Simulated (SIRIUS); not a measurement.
LiCl under changes of volume

One of the cells (16.871 Å³/atom); the others are scaled copies at fixed shape and fractional positions:

```
Cl Li
1.0
     0.00000    2.56477    2.56477
     2.56477    0.00000    2.56477
     2.56477    2.56477    0.00000
Cl Li
1 1
Direct
  0.50000 0.50000 0.50000
  0.00000 0.00000 0.00000
```

| Item | Value |
| --- | --- |
| Program | SIRIUS 7.12.0 |
| Functional | PW91 |
| Potentials or basis | all-electron FP-LAPW |
| Cutoff | 158 eV |
| Basis | apw+lo standard |
| k mesh | 9 × 9 × 9 |
| Occupations | fermi-dirac, width 0.05 eV |
| Spin | no spin polarisation |

| volume (Å³/atom) | energy over the lowest point (meV/atom) | gap on the mesh (eV) |
| --- | --- | --- |
| 15.859 | ? | ? |
| 16.196 | 4.29 | 6.56 |
| 16.534 | 1.33 | 6.44 |
| 16.871 | 0.00 | 6.32 |
| 17.209 | 0.02 | 6.21 |
| 17.546 | 1.34 | 6.11 |
| 17.883 | 3.80 | 6.00 |

What does the run at 15.859 Å³/atom give?

Energy over the lowest point 8.94 meV/atom; gap on the mesh 6.69 eV.

Worked out: A Birch-Murnaghan fit of order 3 (a polynomial in V^(-2/3)) to the other rows has its minimum at 17.03 Å³/atom with B0 = V·E''(V) = 32 GPa and B' = 4.3. It gives 8.96 meV/atom at 15.859 Å³/atom, against the run's 8.94. A straight line through the other rows of the gap, of slope -5.63 eV per unit of ln V (its deformation potential), extrapolates to 6.67 eV, against the run's 6.69.

Energies are extrapolated to zero smearing.

Caveats: an odd mesh through Γ misses points on the zone boundary, where band edges often lie.
